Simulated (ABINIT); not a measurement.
## BN: single point with PBE

**Experimental background.**

A printed reference work, monograph reports, for a bulk crystal of BN at 300 K: band gap 6.4 eV (indirect).

BN:

```
N B
1.0
     0.00000    1.81300    1.81300
     1.81300    0.00000    1.81300
     1.81300    1.81300    0.00000
N B
1 1
Direct
  0.25000 0.25000 0.25000
  0.00000 0.00000 0.00000
```

The cell is a database's computed one.

```json
{"Program": "ABINIT 10.8.3 (patched build)", "Task": "single point", "Functional": "PBE", "Potentials or basis": "PseudoDojo NC SR PBE v0.4.1 standard", "Cutoff": "952 eV", "k mesh": "10 × 10 × 10", "Occupations": "fermi-dirac, width 0.05 eV", "Spin": "no spin polarisation"}
```

| Property | Result |
| --- | --- |
| Pressure | -2.0 GPa |
| Band gap on the k mesh | 4.52 eV, indirect (least direct gap 8.83 eV) |
| All electrons inside the program's atomic spheres | N 5.74; B 3.30 |

Levels at points of the mesh, in eV from the valence-band top:
| k point | band 2 | band 3 | band 4 | band 5 | band 6 | band 7 |
| --- | --- | --- | --- | --- | --- | --- |
| (0.00, 0.00, 0.00) | 0.00 | 0.00 | 0.00 | 8.83 | 8.83 | 8.83 |
| (0.50, 0.00, 0.00) | -10.60 | -1.93 | -1.93 | 10.09 | 10.73 | 10.73 |
| (0.50, 0.50, 0.00) | -8.85 | -4.86 | -4.86 | 4.52 | 9.29 | 17.77 |

Run time: 3.3 s on 4 MPI ranks on Arm Neoverse V1, on a shared host, peak memory 0.24 GiB a rank.

A measured gap of BN is 6.4 eV (indirect; 300 K; a printed reference work, monograph); the calculated 4.52 eV misses it by -1.88 eV. The value is that of PBE on a finite k mesh, which can miss the band edges, without temperature or zero-point motion. Semilocal functionals fall short of measured gaps as a rule. The cell is a database's relaxed one, not the measured one, which moves gaps too.
